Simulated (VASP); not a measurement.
Runs of VASP 6.6.1 on ZnO (zincite). It takes space group P6_3mc (No. 186, hexagonal). The conventional cell has a = 3.249 Å, b = 3.249 Å, c = 5.206 Å, α = 90.00°, β = 90.00°, γ = 120.00°. Zn (site symmetry 3m) has 4 O at 1.97 to 1.98 Å as nearest neighbours. Around O (site symmetry 3m) lie 4 Zn at 1.97 to 1.98 Å. 

```tsv
level	potentials or basis	k mesh	grid for exact exchange (PRECFOCK)	screening parameter	gap on the mesh (eV)	pressure (GPa)	largest force (eV/Å)
HSE06	VASP PAW PBE potentials, release 64 (Zn, O)	6 × 6 × 4	Fast	0.2 1/A	2.50	1.7	(b)
PBE	VASP PAW PBE potentials, release 64 (Zn, O)	8 × 8 × 5	-	-	(d)	(c)	0.07
LDA	VASP PAW LDA potentials, release 64 (Zn, O)	8 × 8 × 5	-	-	0.74	-6.0	0.06
r2SCAN	VASP PAW PBE potentials, release 64 (Zn, O)	8 × 8 × 5	-	-	1.23	-0.2	(a)
PBEsol	VASP PAW PBE potentials, release 64 (Zn, O)	8 × 8 × 5	-	-	0.69	-0.5	0.07
```

Alike in all rows: task single point; no spin polarisation; cell as given; cutoff (eV) 520; smearing fermi-dirac 0.02 eV.

Q: Fill in the values left out.

A: (a) 0.09; (b) 0.08; (c) 6.0; (d) 0.79.

Caveats: the PAW data sets were made with another functional, which shifts forces and pressure a little (some runs).

